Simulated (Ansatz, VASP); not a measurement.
# GaN in VASP and in Ansatz

```xyz
2
Lattice="0.0000 2.2535 2.2535 2.2535 0.0000 2.2535 2.2535 2.2535 0.0000" Properties=species:S:1:pos:R:3 pbc="T T T"
Ga    0.0000    0.0000    0.0000
N     1.1268    1.1268    1.1268
```

The cell is a database's computed one.

Alike in both runs: task single point; functional PBEsol; k mesh 10 × 10 × 10; occupations fermi-dirac, width 0.05 eV; no spin polarisation.

```csv
,VASP,Ansatz
version,VASP 6.6.1,Ansatz 0.2.0
potentials or method,"VASP PAW PBE potentials, release 64 (Ga_d, N)",Ansatz PAW
plane-wave cutoff (eV),520,420
valence electrons in the cell,18,18
```

|  | VASP | Ansatz | Ansatz less VASP |
| --- | --- | --- | --- |
| gap on the k mesh at the Fermi level (eV) | 1.68 | 1.66 | -0.018 |
| least direct gap on the mesh (eV) | 1.68 | 1.66 | -0.018 |
| pressure (GPa) | -1.3 | -1.1 | +0.20 |

The functional is the same, so the differences come from potentials, cutoffs and numerics.

Caveats: the PAW data sets were made with another functional, which shifts forces and pressure a little (VASP); the pressure holds a Pulay correction of +0.5 GPa for the finite cutoff (Ansatz); the PAW data sets come from PBE, with cores solved anew for the run's functional, which leaves a small shift of forces and pressure (Ansatz). PBEsol gaps usually lie below the measured ones, often by a third to a half.
